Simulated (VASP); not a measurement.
Runs of VASP 6.6.1 on Te. Symmetry: P3_121, No. 152, trigonal system. Conventional cell: a = 4.314 Å, b = 4.314 Å, c = 5.969 Å, α = 90.00°, β = 90.00°, γ = 120.00°. Around Te (site symmetry 2) lie 6 Te at 2.91 to 3.35 Å. 

```tsv
task	level	potentials or basis	cell	cutoff (eV)	gap on the mesh (eV)	pressure (GPa)	largest force (eV/Å)
single point	PBEsol	VASP PAW PBE potentials, release 64 (Te)	P3_121, 32.07 Å³/atom	600	0.29	-0.1	0.01
single point	PBE	VASP PAW PBE potentials, release 64 (Te)	P3_121, 32.07 Å³/atom	300	0.30	2.4	0.01
single point	PBE	VASP PAW PBE potentials, release 64 (Te)	P3_121, 32.07 Å³/atom	450	0.30	2.4	0.01
relaxation of cell and atoms	PBE+D3(BJ)	VASP PAW PBE potentials, release 64 (Te)	relaxed	600	0.30	0.0	0.01
single point	PBEsol	VASP PAW PBE potentials, release 64 (Te)	P3_121, 32.07 Å³/atom	450	0.29	-0.1	0.01
single point	LDA	VASP PAW LDA potentials, release 64 (Te)	P3_121, 32.07 Å³/atom	450	0.29	-1.1	0.04
single point	PBE	VASP PAW PBE potentials, release 64 (Te)	P3_121, 32.07 Å³/atom	600	0.30	2.4	0.01
single point	r2SCAN	VASP PAW PBE potentials, release 64 (Te)	P3_121, 32.07 Å³/atom	450	0.30	1.9	(a)
single point	PBEsol	VASP PAW PBE potentials, release 64 (Te)	P3_121, 32.07 Å³/atom	300	0.29	-0.1	0.01
```

Alike in all rows: no spin polarisation; k mesh 11 × 11 × 8; smearing methfessel-paxton 0.1 eV.

Fill in the values left out.

(a) 0.17.

Caveats: spin-orbit coupling is left out, which moves the levels of the heavy elements; an odd mesh through Γ misses points on the zone boundary, where band edges often lie; the PAW data sets were made with another functional, which shifts forces and pressure a little (some runs).

A k mesh can miss the band edges, and the runs leave out spin-orbit coupling on Te.
